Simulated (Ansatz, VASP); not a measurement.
## Cross-check of AlN between VASP and Ansatz

One calculation is typed for both programs; each brings its own data sets. How far apart do they land? The cell is taken from a series of runs on this material, whose earlier steps may have relaxed, scaled, displaced or heated it; both programs get it as it stands.

Program: Ansatz 0.2.0. Level of theory: plane waves, with VASP 6.6.1 beside it; relaxation of cell and atoms at PBEsol. Results are calculated unless marked as measured.

## 1. Set-up

The structure is hexagonal, space group P6_3mc (No. 186). Conventional cell: a = 3.110 Å, b = 3.110 Å, c = 4.980 Å, α = 90.00°, β = 90.00°, γ = 120.00°. Nearest to Al lie 4 N at 1.89 to 1.90 Å. Nearest to N lie 4 Al at 1.89 to 1.90 Å. Farther neighbours and most contacts between anions are not listed.

## 2. Ansatz: relaxation of cell and atoms, PBEsol

Ansatz runs on its default PAW (the set named soft_2) files.

The relaxed volume is the usual yardstick between codes: in a stiff, nearly cubic crystal its relative difference is about their pressure difference at one cell divided by the bulk modulus.

Input file input.yaml:

```yaml
crystal:
  lattice:
    - [3.11, 0.0, 0.0]
    - [-1.555, 2.6933390058, 0.0]
    - [0.0, 0.0, 4.98]
  atoms:
    - { symbol: Al, position: [0.6666666667, 0.3333333333, 0.0] }
    - { symbol: Al, position: [0.3333333333, 0.6666666667, 0.5] }
    - { symbol: "N", position: [0.6666666667, 0.3333333333, 0.382] }
    - { symbol: "N", position: [0.3333333333, 0.6666666667, 0.882] }
kpoints:
  mp_grid: { grid: [9, 9, 4] }
hamiltonian:
  xc: pbesol
scf:
  occupations: { method: gaussian, width: 0.02 }
output:
  forces: true
  stress: true
  eigenvalues: true
basis:
  ecutwfc: 420.0
relax:
  adjacent_minimum: "off"
  f_tol: 0.005
  max_steps: 60
  cell: { stress_tol: 0.03 }
```

On the command line:

```
$ ansatz run input.yaml --threads 4 --pin off --max-ram 8192MiB --backend cpu --events-out ev --progress --plain --runs-dir out
```

Numbers of over 12 decimals in the logs are rounded to 6 here.

What it wrote:

```text
Engine: ansatz 0.2.0, aarch64-unknown-linux-gnu
Pseudopotentials: kind: paw
Pseudopotential: Al, paw, valence charge 3, recommended cutoff 420 eV (normal), Al.paw.azcp
Pseudopotential: N, paw, valence charge 5, recommended cutoff 420 eV (normal), N.paw.azcp
Functional definition: PBEsol
  exchange = pbesol_x
  correlation = pbesol_c
Crystal: 4 atoms, lattice volume = 41.714 Å³
Basis set: ecut = 420 eV, 809 PW (Γ), exchange–correlation on 48×48×72 points (8 copies of the dense FFT grid, shifted against one another)
Bands: 12, of which v1, the nominal top of the filled ones, is band 8 counted from 1 (7 counted from 0)
Symmetry: 12 space group operations
Space group: P63mc (ITA 186), of the structure as read, at distance tolerance 3.5e-5 Å
k-points: 36 of 324 (time reversal used)
Non-local potential: Al, projectors of the file, l = 0: 2, l = 1: 2, l = 2: 1
Non-local potential: N, projectors of the file, l = 0: 2, l = 1: 2, l = 2: 1
PAW form: soft (Blöchl's): semilocal exchange-correlation on the pseudo side does not see the compensation charge
PAW frozen core: Al, regenerated for the run's functional, and the local potential with it (the file was generated under x = pbe(κ = 0.804, μ = 0.219515), c = pbe(β = 0.066725))
PAW frozen core: N, regenerated for the run's functional, and the local potential with it (the file was generated under x = pbe(κ = 0.804, μ = 0.219515), c = pbe(β = 0.066725))
PAW one-centre angular grid: Al, 110 points (default); XC on 64 Gauss nodes
PAW one-centre angular grid: N, 110 points (default); XC on 64 Gauss nodes
Initial density: superposition of atomic densities (neutral atoms: chi_scale 0, normalization atom), corrected by the library's trained network
Initial wavefunctions: pseudopotential atomic-orbital guess
Functional: x = pbesol(κ = 0.804, μ = 0.123457), c = pbesol(β = 0.046)
SCF iter   1: F=—  HF=-1811.930319 eV  |F-HF|=—  |Δ(HF+E_count)|=         —  Δρ=1.04e-2  dr2=4.78e-2  ethr=1.77e-3  ⟨swp⟩=6.2  Hψ=2923  notcnv=0
preconditioner: auto → none  [insulator: Δε(μ)=4.043 eV  Ē_g=12.966 eV  σ=0.020 eV  W_gap=1.00  n_scr=2 (ndim 8)  ℏωp=23.0 eV  f_vac=0.000  D(μ)=0.00/eV (n_scr^D=0)  ε∞_Penn≈4.1]
SCF iter   2: F=—  HF=-1811.916727 eV  |F-HF|=—  |Δ(HF+E_count)|=   1.36e-2  Δρ=1.33e-3  dr2=7.93e-4  ethr=2.99e-4  ⟨swp⟩=2.9  Hψ=1074  notcnv=0
SCF iter   3: F=—  HF=-1811.916570 eV  |F-HF|=—  |Δ(HF+E_count)|=   1.57e-4  Δρ=4.83e-4  dr2=5.21e-5  ethr=4.96e-6  ⟨swp⟩=2.1  Hψ=684  notcnv=0
SCF iter   4: F=—  HF=-1811.916423 eV  |F-HF|=—  |Δ(HF+E_count)|=   1.48e-4  Δρ=1.97e-5  dr2=5.99e-8  ethr=6.25e-10  ⟨swp⟩=4.9  Hψ=2375  notcnv=0
iter 5 did not close the SCF: its close was put off for the readings that it lacked (scf_convergence_deferred on its scf_iter line)
SCF iter   5: F=-1811.916423 eV  HF=-1811.916423 eV  |F-HF|=3.07e-10  |Δ(HF+E_count)|=   3.36e-8  Δρ=1.49e-6  dr2=3.32e-10  ethr=3.75e-10  ⟨swp⟩=2.1  Hψ=677  notcnv=0
SCF iter   6: F=-1811.916423 eV  HF=-1811.916423 eV  |F-HF|=9.09e-13  |Δ(HF+E_count)|=  3.56e-10  Δρ=2.04e-7  dr2=9.89e-12  ethr=2.08e-12  ⟨swp⟩=1.0  Hψ=1326  notcnv=0
SCF 1 converged in 6 iterations: F = -1811.916423 eV  dr2 = 9.89e-12
  greatest PAW one-centre occupation: 0.785 electrons in one spin orbital (limit 2), on the N atom at site 3 (counted from 0), in its partial waves of l = 0
relax step   1: F+E_penalty+E_count = -1811.91642257 eV  Δ(F+E_penalty+E_count) = +0.000e0 eV  max|allowed force component| = 5.832e-3 eV/Å  Δτ_max = 0.0000 Å  P = +0.644 GPa  Ω = 41.714 Å³  (6 SCF iters, dr2 threshold 1.00e-7 eV, accepted)
[...]
relax step   2: F+E_penalty+E_count = -1811.91641483 eV  Δ(F+E_penalty+E_count) = +7.743e-6 eV  max|allowed force component| = 4.703e-3 eV/Å  Δτ_max = 0.0001 Å  P = +0.312 GPa  Ω = 41.779 Å³  energy of the carried Pulay correction = -2.125e-4 eV  (6 SCF iters, dr2 threshold 4.00e-7 eV, accepted)
[...]
relax step   3: F+E_penalty+E_count = -1811.91627637 eV  Δ(F+E_penalty+E_count) = +1.385e-4 eV  max|allowed force component| = 2.591e-3 eV/Å  Δτ_max = 0.0000 Å  P = +0.002 GPa  Ω = 41.841 Å³  energy of the carried Pulay correction = -4.141e-4 eV  (6 SCF iters, dr2 threshold 3.04e-7 eV, accepted)
[...]
relax step   4: F+E_penalty+E_count = -1811.91672775 eV  Δ(F+E_penalty+E_count) = -4.514e-4 eV  max|allowed force component| = 2.551e-3 eV/Å  Δτ_max = 0.0000 Å  P = +0.020 GPa  Ω = 41.841 Å³  stress off target by 2.71e-2 GPa  SCF on the basis re-selected at this cell (its energy is not comparable with the rows above)  (8 SCF iters)
basis re-selected at this cell: Δ(F+E_penalty+E_count) = -4.514e-4 eV, ΔP = +0.018 GPa vs the last step (what re-selecting the basis moved, of the pressure what is left beyond the Pulay correction that the steps carried, after the strain that the cell walked since its last selection, with what the two solves' SCF thresholds leave and, on support functions, any second-order correction that the steps lacked; it is no m [...]
SCF converged after 8 iterations
Free energy (F): -1811.916728 eV
Harris-Foulkes:  -1811.916728 eV  (|F-HF|=4.55e-13)
Internal energy: -1811.916728 eV  (E = F + TS)
E sigma→0 (E₀):  -1811.916728 eV
Fermi energy:    9.090089 eV
--- Per-component energies (eV) ---
  E_band       = 28.535176
  E_kinetic    = 317.505695
  E_local      = -446.155558  (includes V_loc(G=0)·N_el)
  E_nonlocal   = 111.270509
  E_hartree    = 153.717569
  E_xc         = -201.381196
  E_vxc        = -214.929704  (∫ρ·V_xc dr)
  E_paw        = -1155.480778  (= ΣΔE_a)
  E_vpaw       = -46.591091  (= ΣTr[D̂ρ^β])
  E_aug_tail   = 0.000188  (compensation charges beyond the density's cutoff)
  E_ewald      = -591.487632
  E_core_change = 0.094476  (= ΣΔE_core)
  E_smearing   = -0.000000  (= −TS)
  E_closure    = 0.000000  (closes the sum)
  Σ components = -1811.916728   (vs F -1811.916728, Δ=0.00e0)
--- Forces (eV/Å), atoms counted from 1 ---
  atom   1  Al     0.00000000     0.00000000     0.00254890
  atom   2  Al     0.00000000    -0.00000000     0.00254890
  atom   3  N     -0.00000000     0.00000000    -0.00255287
  atom   4  N      0.00000000    -0.00000000    -0.00255287
  max |Σ_I F_I| component: 7.95e-6 eV/Å
--- Stress (GPa, compression-positive) ---
        0.027149       0.000000      -0.000000
        0.000000       0.027149       0.000000
       -0.000000       0.000000       0.005481
  P = ⅓ Tr σ = 0.0199 GPa (0.199 kbar)
--- Band table (eV; the first three rows and the last of 36) ---
  k-point 0: bands = [... 4 lower, 6.1630, 6.8175, 6.8175, 7.0428, 11.1373, 13.5821, 17.5289, 18.0561]
  k-point 1: bands = [... 4 lower, 6.2541, 6.2541, 6.7167, 6.7167, 12.1045, 13.7024, 17.1934, 18.0254]
  k-point 2: bands = [... 4 lower, 6.4804, 6.4804, 6.4804, 6.4804, 13.3974, 13.3974, 17.2398, 17.2398]
  k-point 35: bands = [... 4 lower, 3.1287, 3.1287, 6.2413, 6.2413, 14.3217, 14.3217, 14.7388, 14.7388]
--- Relaxed structure (3 steps of the walk, 3 accepted, 1 SCFs on fresh bases) ---
  F+E_penalty+E_count = -1811.91672775 eV   max|allowed force component| = 2.551e-3 eV/Å   (the final SCF, on the basis selected at the relaxed cell)
  cell:  # Å, volume = 41.8415 Å³
    - [3.113739, 0.0, 0]
    - [-1.556869, 2.696577, 0]
    - [0, 0.0, 4.983240]
  atoms:
    - { symbol: Al, position: [0.666667, 0.333333, -1.7114113281369876e-5] }
    - { symbol: Al, position: [0.333333, 0.666667, 0.499983] }
    - { symbol: N, position: [0.666667, 0.333333, 0.382017] }
    - { symbol: N, position: [0.333333, 0.666667, 0.882017] }
```

In the SCF lines HF is the Harris–Foulkes energy and dr2 the Hartree energy of the density residual, in eV; the loop may stop once dr2 is under the threshold and the program's other checks hold. Hψ counts applications of the Hamiltonian.

## 3. VASP: relaxation of cell and atoms, PBEsol

The same cell, functional, mesh and smearing now go to VASP, with its own data sets.

Lines of VASP's logs that name or quote its potential files are left out, and so is its time.

Input file INCAR:

```
SYSTEM = AlN
PREC = Accurate
ENCUT = 600
EDIFF = 1E-07
NELM = 120
ISMEAR = 0
SIGMA = 0.02
LREAL = .FALSE.
ALGO = Normal
GGA = PS
NBANDS = 14
LORBIT = 11
LWAVE = .FALSE.
LCHARG = .FALSE.
ISIF = 3
IBRION = 2
NSW = 80
EDIFFG = -0.005
LASPH = .TRUE.
GGA_COMPAT = .FALSE.
NELMIN = 4
EFERMI = MIDGAP
```

Input file POSCAR:

```
AlN
1.0
    3.1100000000      0.0000000000      0.0000000000
   -1.5550000000      2.6933390000      0.0000000000
    0.0000000000      0.0000000000      4.9800000000
Al N
2 2
Direct
    0.6666667285      0.3333334571      0.0000000000
    0.3333332715      0.6666665429      0.5000000000
    0.6666667285      0.3333334571      0.3820000000
    0.3333332715      0.6666665429      0.8820000000
```

Input file KPOINTS:

```
Automatic mesh
0
Gamma
9 9 4
0 0 0
```

PAW data sets: Al and N (PBE family, release 64).

On the command line:

```
$ mpirun -np 1 vasp_std
```

What it wrote:

```text
[banner, memory and clock lines left out]
running    1 mpi-ranks, on    1 nodes
 distrk:  each k-point on    1 cores,    1 groups
 distr:  one band on    1 cores,    1 groups

 POSCAR found type information on POSCAR AlN
 POSCAR found :  2 types and       4 ions
|                                                                             |
|               ----> ADVICE to this user running VASP <----                  |
|                                                                             |
|     You enforced a specific xc type in the INCAR file but a different       |
|     [... a line on the potential file left out ...]
|     I HOPE YOU KNOW WHAT YOU ARE DOING!                                     |
|                                                                             |

 LDA part: xc-table for (Slater+PW92), standard interpolation
 POSCAR, INCAR and KPOINTS ok, starting setup
 FFT: planning ... GRIDC
 FFT: planning ... GRID_SOFT
 FFT: planning ... GRID
 WAVECAR not read
 entering main loop
       N       E                     dE             d eps       ncg     rms          rms(c)
DAV:   1     0.510740141164E+02    0.51074E+02   -0.80785E+03  1008   0.115E+03
DAV:   2    -0.315070852710E+02   -0.82581E+02   -0.74989E+02  1436   0.224E+02
DAV:   3    -0.357429530589E+02   -0.42359E+01   -0.42189E+01  1374   0.547E+01
DAV:   4    -0.357737332138E+02   -0.30780E-01   -0.30777E-01  1152   0.514E+00
DAV:   5    -0.357741236621E+02   -0.39045E-03   -0.39043E-03  1350   0.575E-01    0.117E+01
DAV:   6    -0.313597430433E+02    0.44144E+01   -0.11859E+01  1296   0.268E+01    0.421E+00
DAV:   7    -0.313524699768E+02    0.72731E-02   -0.74185E-01  1122   0.622E+00    0.286E+00
DAV:   8    -0.313209345778E+02    0.31535E-01   -0.84778E-02  1188   0.281E+00    0.526E-01
DAV:   9    -0.313151241883E+02    0.58104E-02   -0.18613E-02  1350   0.104E+00    0.247E-01
DAV:  10    -0.313155111568E+02   -0.38697E-03   -0.17770E-03  1146   0.304E-01    0.159E-01
DAV:  11    -0.313154084917E+02    0.10267E-03   -0.21793E-04  1332   0.116E-01    0.340E-02
DAV:  12    -0.313154077035E+02    0.78816E-06   -0.78245E-06  1218   0.264E-02    0.600E-03
DAV:  13    -0.313154073034E+02    0.40005E-06   -0.45075E-06  1350   0.169E-02    0.469E-03
DAV:  14    -0.313154073177E+02   -0.14221E-07   -0.31090E-07  1136   0.459E-03
   1 F= -.31315407E+02 E0= -.31315407E+02  d E =-.313154E+02
 curvature:   0.00 expect dE= 0.000E+00 dE for cont linesearch  0.000E+00
 trial: gam= 0.00000 g(F)=  0.594E-05 g(S)=  0.638E-03 ort = 0.000E+00 (trialstep = 0.100E+01)
 search vector abs. value=  0.644E-03
 bond charge predicted
       N       E                     dE             d eps       ncg     rms          rms(c)
DAV:   1    -0.313164455881E+02   -0.10383E-02   -0.22134E-02  1098   0.126E+00    0.212E-01
DAV:   2    -0.313154475309E+02    0.99806E-03   -0.26287E-03  1188   0.400E-01    0.544E-02
DAV:   3    -0.313154319708E+02    0.15560E-04   -0.19300E-04  1230   0.113E-01    0.189E-02
DAV:   4    -0.313154234601E+02    0.85107E-05   -0.83887E-06  1314   0.246E-02    0.964E-03
DAV:   5    -0.313154209054E+02    0.25547E-05   -0.20937E-06  1272   0.112E-02    0.361E-03
DAV:   6    -0.313154207297E+02    0.17573E-06   -0.10389E-07   774   0.297E-03    0.110E-03
DAV:   7    -0.313154207175E+02    0.12234E-07   -0.34569E-08   696   0.142E-03
   2 F= -.31315421E+02 E0= -.31315421E+02  d E =-.133998E-04
 trial-energy change:   -0.000013  1 .order   -0.000022   -0.000644    0.000600
 step:   0.5073(harm=  0.5177)  dis= 0.00014  next Energy=   -31.315570 (dE=-0.162E-03)
 bond charge predicted
       N       E                     dE             d eps       ncg     rms          rms(c)
DAV:   1    -0.313158140853E+02   -0.39336E-03   -0.53925E-03  1104   0.624E-01    0.104E-01
DAV:   2    -0.313155730926E+02    0.24099E-03   -0.63584E-04  1206   0.197E-01    0.268E-02
DAV:   3    -0.313155702645E+02    0.28281E-05   -0.47016E-05  1212   0.560E-02    0.934E-03
DAV:   4    -0.313155688430E+02    0.14215E-05   -0.20146E-06  1320   0.121E-02    0.481E-03
DAV:   5    -0.313155687744E+02    0.68593E-07   -0.50851E-07  1254   0.552E-03
   3 F= -.31315569E+02 E0= -.31315569E+02  d E =-.161457E-03
 curvature:  -0.26 expect dE=-0.274E-06 dE for cont linesearch -0.548E-07
 trial: gam=-0.01649 g(F)=  0.591E-06 g(S)=  0.467E-06 ort = 0.117E-04 (trialstep = 0.901E+00)
 search vector abs. value=  0.847E-06
 reached required accuracy - stopping structural energy minimisation
```

From OUTCAR (step 3):

```text
ion  position               nearest neighbor table
   1  0.667  0.333  0.000-   4 1.89   4 1.89   4 1.89   3 1.90   2 3.07   2 3.07   2 3.07   2 3.07
                             2 3.07   2 3.07
   2  0.333  0.667  0.500-   3 1.89   3 1.89   3 1.89   4 1.90   1 3.07   1 3.07   1 3.07   1 3.07
                             1 3.07   1 3.07
   3  0.667  0.333  0.382-   2 1.89   2 1.89   2 1.89   1 1.90
   4  0.333  0.667  0.882-   1 1.89   1 1.89   1 1.89   2 1.90

  LATTYP: Found a hexagonal cell.
 ALAT       =     3.1100000000
 C/A-ratio  =     1.6012861736

 Subroutine GETGRP returns: Found 12 space group operations
 (whereof  6 operations were pure point group operations)

The static configuration has the point symmetry C_3v.
 The point group associated with its full space group is C_6v.

 Found     36 irreducible k-points:

   k-points           NKPTS =     36   k-points in BZ     NKDIM =     36   number of bands    NBANDS=     14

   dimension x,y,z NGX =    28 NGY =   28 NGZ =   40
   dimension x,y,z NGXF=    56 NGYF=   56 NGZF=   80

   ENCUT  =  600.0 eV  44.10 Ry    6.64 a.u.   6.21  6.21  9.95*2*pi/ulx,y,z

   NELECT =      16.0000    total number of electrons

 k-points in reciprocal lattice and weights: Automatic mesh
   0.00000000  0.00000000  0.00000000       0.003
   0.11111111  0.00000000  0.00000000       0.019
   0.22222222 -0.00000000  0.00000000       0.019
   0.33333333 -0.00000000  0.00000000       0.019
   0.44444444 -0.00000000  0.00000000       0.019
   0.11111111  0.11111111  0.00000000       0.019
   0.22222222  0.11111111  0.00000000       0.037
   0.33333333  0.11111111  0.00000000       0.037
   0.44444444  0.11111111  0.00000000       0.019
[...]
0.33333333  0.22222222  0.50000000       0.037
   0.33333333  0.33333333  0.50000000       0.006

 average (electrostatic) potential at core
       1 -71.3807       2 -71.3807       3 -60.0097       4 -60.0097

 E-fermi :   8.1164

 k-point     1 :       0.0000    0.0000    0.0000
  band No.  band energies     occupation
    ...
      4       5.1799      2.00000
      5       5.1799      2.00000
      6       5.8340      2.00000
      7       5.8340      2.00000
      8       6.0569      2.00000
      9      10.1760      0.00000
     10      12.6119      0.00000
     11      16.5549      0.00000
     12      17.0827      0.00000
     13      17.0827      0.00000
    ...

 k-point     2 :       0.1111    0.0000    0.0000
  band No.  band energies     occupation
    ...
      4       4.4678      2.00000
      5       4.9801      2.00000
      6       5.1496      2.00000
      7       5.8070      2.00000
      8       5.9853      2.00000
      9      10.8659      0.00000
     10      13.2216      0.00000
     11      15.8926      0.00000
     12      16.1469      0.00000
     13      17.5336      0.00000
    ...

 k-point     3 :       0.2222   -0.0000    0.0000
  band No.  band energies     occupation
    ...
      4       2.9538      2.00000
      5       3.8882      2.00000
      6       4.5705      2.00000
      7       5.6770      2.00000
      8       5.7204      2.00000
      9      11.9694      0.00000
     10      13.7133      0.00000
     11      14.3119      0.00000
     12      15.7869      0.00000
     13      17.7008      0.00000
    ...

  Total        0.0042165      0.0042165     -0.0017753      0.0000000     -0.0000000      0.0000000
  in kB        0.1615661      0.1615661     -0.0680242      0.0000000     -0.0000000      0.0000000
  external PRESSURE =       0.0850360 kB  Pullay stress =       0.0000000 kB

  energy-cutoff  :      600.00
  volume of cell :       41.81
      direct lattice vectors                 reciprocal lattice vectors
     3.112876945  0.000000000  0.000000000     0.321246235  0.185471601  0.000000000
    -1.556438472  2.695830507 -0.000000000     0.000000000  0.370943202  0.000000000
     0.000000000  0.000000000  4.982588610    -0.000000000  0.000000000  0.200698889

 POSITION                                       TOTAL-FORCE (eV/Angst)
 -----------------------------------------------------------------------------------
      1.55644      0.89861      0.00014         0.000000     -0.000000     -0.001749
      0.00000      1.79722      2.49143         0.000000      0.000000     -0.001749
      1.55644      0.89861      1.90321         0.000000     -0.000000      0.001749
      0.00000      1.79722      4.39451        -0.000000      0.000000      0.001749
 -----------------------------------------------------------------------------------
    total drift:                               -0.000000      0.000000      0.000249

  FREE ENERGIE OF THE ION-ELECTRON SYSTEM (eV)
  ---------------------------------------------------
  free  energy   TOTEN  =       -31.3155687744 eV

  energy  without entropy=      -31.3155687744  energy(sigma->0) =      -31.31556877

 reached required accuracy - stopping structural energy minimisation

 total charge
# of ion       s       p       d       tot
------------------------------------------
    1        0.369   0.442   0.000   0.811
    2        0.369   0.442   0.000   0.811
    3        1.214   2.618   0.000   3.833
    4        1.214   2.618   0.000   3.833
--------------------------------------------------
tot          3.166   6.121   0.000   9.287

[... 3 further parts left out ...]
```

The run keeps the 12 symmetry operations of its start, so it cannot find a distortion of lower symmetry.

## 4. Comparison

Known differences besides the potentials themselves: the cutoff is 420 eV in Ansatz and 600 eV in VASP; Ansatz makes its cores anew for this functional, VASP keeps those of its PBE data sets; Ansatz adds a Pulay correction to the stress that steers its cell, VASP none. Total energies have different zeros and are not compared.

The two programs side by side:

```csv
quantity,Ansatz,VASP,difference
volume (Å³),41.84,41.81,+0.07 %
"edge a after relaxation, in the typed setting (Å)",3.114,3.113,+0.03 %
"edge c after relaxation, in the typed setting (Å)",4.983,4.983,+0.01 %
```

## 5. Results

```
difference in volume (relaxation of cell and atoms, PBEsol) : 0.068 %
```

What this shows: The difference in volume is 0.068 % (relaxation of cell and atoms, PBEsol), within the 1.2 % picked in this series as the mark of a large difference, as far as the stopping tolerances let one tell. 1 further run of this series is not shown here. How closely two codes agree says nothing of how well the functional describes the real material.

[Lines on the potential files, build, host, timing and source positions are cut from VASP's logs without a mark.]

[Logs are printed without paths, hosts, clocks, repeated set-up lines and the standing remarks that a program may print on its own settings, such as how far it seeks lower states.]

[Hosts, paths, dates, database ids (printed as entryN), source tags and the programs' standing remarks are cut or masked in the printed files.]
